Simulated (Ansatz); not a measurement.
A run of Ansatz 0.2.0 is set up as follows.

The input input.yaml:

```yaml
crystal:
  lattice:
    - [1.42814962, 2.47362769, 0.0]
    - [-4.28444884, 2.47362769, 0.0]
    - [0.0, 0.0, 2.78760653]
  atoms:
    - { symbol: Co, position: [0.0, 0.0, 0.0], spin: 2.0 }
    - { symbol: Co, position: [0.5, 0.5, 0.0], spin: -2.0 }
    - { symbol: O, position: [0.5, 0.8333333333, 0.5] }
    - { symbol: O, position: [0.0, 0.3333333333, 0.5] }
kpoints:
  mp_grid: { grid: [7, 4, 7] }
scf:
  occupations: { method: gaussian, width: 0.05 }
hamiltonian:
  xc: lda
  pseudopotentials: { kind: all_electron, lapw: { basis_error: 0.002 } }
  hubbard:
    sites: [{ species: Co, l: d, u_eff: 6 }]
    double_counting: fll
    projectors: ortho-atomic
magnetization:
  spin_polarized: true
output:
  forces: true
  stress: true
  eigenvalues: true
```

Potentials or basis: all-electron LAPW, scalar-relativistic.

Run with:

```bash
$ ansatz run input.yaml --threads 4 --pin off --max-ram 12288MiB --backend cpu --events-out ev --progress --plain --runs-dir out
```

Question: Predict the largest force.

Answer: 0.229 eV/Å.

Question: Estimate the net moment.

Answer: 0.00 μB per cell.

Question: Predict the band gap on the k mesh.

Answer: 1.50 eV.

Question: Predict the site moments.

Answer: Co +2.67, -2.67; O +0.08, -0.08 μB.

Stress tensor (GPa, compression positive):
```
 -3.69   1.54   0.00
  1.54  -1.91   0.00
  0.00   0.00 -22.80
```

Caveat: the magnetic state may not be the lowest; an odd mesh through Γ misses points on the zone boundary, where band edges often lie.
